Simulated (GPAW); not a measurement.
# Ge: relaxation of cell and atoms with BLYP

The system is Ge.

```
Ge
1.0
    -2.57449    2.57449    1.39741
     2.57449   -2.57449    1.39741
     2.57449    2.57449   -1.39741
Ge
2
Direct
  0.50000 0.50000 0.00000
  0.25000 0.75000 0.50000
```

This isn't the form of Ge at room conditions, which is diamond.

| Item | Value |
| --- | --- |
| Program | GPAW 26.7.0 |
| Task | relaxation of cell and atoms |
| Functional | BLYP |
| Potentials or basis | PAW data sets generated in the run's folder for this functional |
| Cutoff | 600 eV |
| Basis | pw |
| k mesh | 11 × 11 × 11 |
| Occupations | fermi-dirac, width 0.05 eV |
| Spin | no spin polarisation |
| Eigensolver | davidson |
| Maxiter | 150 |
| Optimizer | BFGS |
| Fmax | 0.02 eV/Å |
| Max steps | 40 |
| Convergence | density=1e-05 forces=0.0001 |

```yaml
Relaxed_volume: 21.22 Å³/atom
Relaxed_cell: a = 4.081 Å, b = 4.081 Å, c = 4.081 Å, α = 97.37°, β = 97.37°, γ = 138.04°
Space_group_after_relaxing_to_0.05_Å: I4_1/amd (No. 141)
Energy_gained_by_relaxing: 71.5 meV/atom
Ionic_steps: 5
Pressure_after_relaxing: 0.0 GPa
Band_gap_on_the_k_mesh: none (metal or under the smearing width)
```

Stress tensor (GPa, compression positive):
```
-0.04  0.00  0.00
 0.00 -0.04  0.00
 0.00  0.00  0.09
```

The path:
```
step  energy change (eV)  largest force (eV/Å)  pressure (GPa)  volume (Å³)
   1              0.0000                0.0000            9.57        37.05
   2             -0.0474                0.0000            7.47        37.94
   3             -0.1405                0.0000            0.95        41.70
   4             -0.1429                0.0000            0.12        42.34
   5             -0.1429                0.0000            0.00        42.44
```

Final structure:
```
Ge
1.0
    -2.69455    2.69455    1.46142
     2.69455   -2.69455    1.46142
     2.69455    2.69455   -1.46142
Ge
2
Direct
  0.50000 0.50000 0.00000
  0.25000 0.75000 0.50000
```

Levels at points of the mesh, in eV from the Fermi level:
| k point | band 1 | band 2 | band 3 | band 4 | band 5 | band 6 | band 7 |
| --- | --- | --- | --- | --- | --- | --- | --- |
| (0.00, 0.00, 0.00) | -12.16 | -4.69 | -1.90 | -1.90 | 4.04 | 6.64 | 6.64 |

Wall time 2.6 min on 1 thread of Arm Neoverse V1, on a shared host, peak memory 0.32 GiB.

Caveat: later steps reuse the first step's grids.
